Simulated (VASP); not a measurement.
Runs of VASP 6.6.1 on HgSe. It takes space group F-43m (No. 216, cubic). The conventional cell has a = 6.078 Å, b = 6.078 Å, c = 6.078 Å, α = 90.00°, β = 90.00°, γ = 90.00°. Hg (site symmetry -43m) is surrounded by 4 Se at 2.63 Å. Around Se (site symmetry -43m) lie 4 Hg at 2.63 Å. 

```csv
task,potentials or basis,cell,cutoff (eV),smearing,gap on the mesh (eV),pressure (GPa),relaxed volume (Å³/atom)
single point,"VASP PAW PBE potentials, release 64 (Hg, Se)",as given,520,gaussian 0.029 eV,none,5.0,-
relaxation of cell and atoms,"VASP PAW PBE potentials, release 54 (Hg, Se)",relaxed,580,fermi-dirac 0.05 eV,none,0.0,(a)
single point,"VASP PAW PBE potentials, release 64 (Hg, Se)",as given,520,gaussian 0.021 eV,none,5.0,-
relaxation of cell and atoms,"VASP PAW PBE potentials, release 54 (Hg, Se)",relaxed,600,fermi-dirac 0.05 eV,none,0.0,30.80
```

Alike in all rows: level PBE; no spin polarisation; k mesh 8 × 8 × 8.

Problem. Estimate the missing entries.

Solution. (a) 30.79.

A k mesh can miss the band edges, and the runs leave out spin-orbit coupling on Hg, Se.

A gap of «none» marks a metal or a gap under the smearing width.
